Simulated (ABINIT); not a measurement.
**Ni in ABINIT: the effect of starting spin order**

The system is Ni.

```
Ni
1.0
     0.00000    1.73757    1.73757
     1.73757    0.00000    1.73757
     1.73757    1.73757    0.00000
Ni
1
Direct
  0.00000 0.00000 0.00000
```

Alike in all runs:

```yaml
Program: ABINIT 10.8.3 (patched build)
Task: single point
Functional: PBE
Potentials_or_basis: JTH PAW PBE v2.0
Cutoff: 1116 eV
Occupations: fermi-dirac, width 0.05 eV
```

Q: One run gave: final net moment -0.70 μB; final largest site moment 0.74 μB. Which starting spin order did it use?
A. ferrimagnetic start
B. antiferromagnetic start
C. ferromagnetic start
D. random start
E. non-magnetic

A: D.

```tsv
starting spin order	k mesh	final net moment (μB)	final largest site moment (μB)
non-magnetic	8 × 8 × 8	0.00	0.00
ferromagnetic start	8 × 8 × 8	0.70	0.74
ferromagnetic start, larger moments	8 × 8 × 8	0.70	0.74
antiferromagnetic start	8 × 8 × 4	0.00	0.27
ferrimagnetic start	8 × 8 × 4	0.00	0.27
random start	8 × 8 × 8	-0.70	0.74
```

Caveats: all runs use coarse meshes.
